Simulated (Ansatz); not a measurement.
# ZrSi2: the cost of one run

Program: Ansatz 0.2.0. Level of theory: DFT PBE, scalar-relativistic, plane waves, PAW. These are calculated values, not measurements.

1 further run of the same task is left out (set aside as unsound or not needed).

## 1. Starting point

Symmetry: Cmcm, No. 63, orthorhombic system. Conventional cell: a = 3.705 Å, b = 14.788 Å, c = 3.679 Å, α = 90.00°, β = 90.00°, γ = 90.00°. Zr (site symmetry m2m) has 10 Si at 2.72 to 2.99 Å as nearest neighbours. Si (site symmetry m2m) is surrounded by 2 Si at 2.42 Å and 6 Zr at 2.72 to 2.99 Å. Si (site symmetry m2m) has 4 Si at 2.61 Å and 4 Zr at 2.82 to 2.83 Å as nearest neighbours.

Coordinates:

```cif
data_structure
_symmetry_space_group_name_H-M 'P 1'
_symmetry_Int_Tables_number 1
_cell_length_a 7.6226
_cell_length_b 7.6226
_cell_length_c 3.6791
_cell_angle_alpha 90.000
_cell_angle_beta 90.000
_cell_angle_gamma 151.868
_cell_volume 100.79
loop_
_atom_site_label
_atom_site_type_symbol
_atom_site_fract_x
_atom_site_fract_y
_atom_site_fract_z
_atom_site_occupancy
Zr1 Zr 0.89467 0.10533 0.75000 1
Zr2 Zr 0.10533 0.89467 0.25000 1
Si1 Si 0.55310 0.44690 0.75000 1
Si2 Si 0.44690 0.55310 0.25000 1
Si3 Si 0.25031 0.74969 0.75000 1
Si4 Si 0.74969 0.25031 0.25000 1
```

This cell was relaxed beforehand with the same method: volume 16.80 Å³/atom, gap on the mesh none (metal).

## 2. Bulk reference on the slab's mesh

input.yaml reads:

```yaml
crystal:
  lattice:
    - [3.6790720029, 0.0, 0.0]
    - [0.0, 3.7051806738, 0.0]
    - [0.0, 1.8525903369, 7.394013125]
  atoms:
    - { symbol: Zr, position: [0.25, 0.8946665383, 0.2106669235] }
    - { symbol: Zr, position: [0.75, 0.1053334617, 0.7893330765] }
    - { symbol: Si, position: [0.25, 0.5530999453, 0.8938001095] }
    - { symbol: Si, position: [0.75, 0.4469000547, 0.1061998905] }
    - { symbol: Si, position: [0.25, 0.2503123055, 0.4993753889] }
    - { symbol: Si, position: [0.75, 0.7496876945, 0.5006246111] }
basis:
  ecutwfc: 420
kpoints:
  mp_grid: { grid: [9, 9, 5] }
hamiltonian:
  xc: pbe
scf:
  occupations: { method: gaussian, width: 0.1 }
output:
  forces: true
  stress: true
  eigenvalues: true
```

Command:

```console
$ ansatz run input.yaml --threads 1 --pin off --max-ram 2560MiB --backend cpu --events-out ev --progress --plain --runs-dir out
```

Q: Estimate wall time and peak memory on 1 thread of Intel Xeon Platinum 8259CL at 2.50GHz (Skylake/Cascade Lake), shared host.

About 27 s, with a peak of 0.56 GiB.
